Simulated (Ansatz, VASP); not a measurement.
# One calculation of CdS, two programs

```
Cd S
1.0
     0.00000    2.75324    2.75324
     2.75324    0.00000    2.75324
     2.75324    2.75324    0.00000
Cd S
1 1
Direct
  0.00000 0.00000 0.00000
  0.50000 0.50000 0.50000
```

Measurements of this composition are mostly on another form, of space group No. 186.

Alike in both runs: task relaxation of cell and atoms; functional PBE; dispersion D4; k mesh 8 × 8 × 8; occupations fermi-dirac, width 0.05 eV; no spin polarisation.

|  | VASP | Ansatz |
| --- | --- | --- |
| version | VASP 6.6.1 | Ansatz 0.2.0 |
| potentials or method | VASP PAW PBE potentials, release 64 (Cd, S) | Ansatz PAW |
| plane-wave cutoff (eV) | 600 | 420 |
| valence electrons in the cell | 18 | 26 |

|  | VASP | Ansatz | Ansatz less VASP |
| --- | --- | --- | --- |
| gap on the k mesh at the Fermi level, each at its own relaxed structure (eV) | 0.25 | 0.26 | +0.007 |
| relaxed volume (Å³/atom) | 20.06 | 19.95 | -0.102 |
| relaxed cell length with the largest relative difference (Å) | 3.842 | 3.836 | -0.0065 |
| energy change over the relaxation (meV/atom) | -8 | -10 | -2.0 |

The two sets of potentials don't hold the same shells in valence.

Caveats: the plane-wave basis is chosen anew once the cell has moved, so the energies of steps on either side of that aren't comparable (Ansatz).
